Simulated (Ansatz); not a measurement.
**Pressure series in BeO**

Take BeO in the wurtzite structure (space group P6_3mc, No. 186) as the base.

```
CELL_PARAMETERS angstrom
      2.69049     0.00000     0.00000
     -1.34524     2.33003     0.00000
      0.00000     0.00000     4.36988
ATOMIC_POSITIONS crystal
  Be 0.66667 0.33333 0.00145
  Be 0.33333 0.66667 0.50145
  O  0.66667 0.33333 0.62375
  O  0.33333 0.66667 0.12375
```

Cell and atoms are relaxed at each pressure.

The values are results of Kohn–Sham DFT with the r2SCAN functional, run in Ansatz (a first-principles code) with PAW and 500 eV plane waves, spin-orbit coupling left out, not measurements.

```json
[
 {"P (GPa)": "-2.00", "V (Å³/atom)": "6.911"},
 {"P (GPa)": "-1.00", "V (Å³/atom)": "6.879"},
 {"P (GPa)": "0.30", "V (Å³/atom)": "6.840"},
 {"P (GPa)": "0.70", "V (Å³/atom)": "6.827"},
 {"P (GPa)": "1.50", "V (Å³/atom)": "6.804"},
 {"P (GPa)": "3.01", "V (Å³/atom)": "6.760"},
 {"P (GPa)": "5.01", "V (Å³/atom)": "6.704"},
 {"P (GPa)": "7.50", "V (Å³/atom)": "6.637"},
 {"P (GPa)": "10.00", "V (Å³/atom)": "6.573"}
]
```

A third-order Birch–Murnaghan fit to these points gives V₀ = 6.85 Å³/atom, B₀ = 225 GPa and B₀′ = 3.7. At pressure 10 GPa the volume is 96.0 % of V₀.

Between the base and pressure 10 GPa the gap moves from 8.55 eV to 9.01 eV, a mean slope of 46 meV/GPa.

Load acts through the strain it causes; cell and atoms are relaxed under it. No phonon test of stability was made. No other phases were tried under pressure.
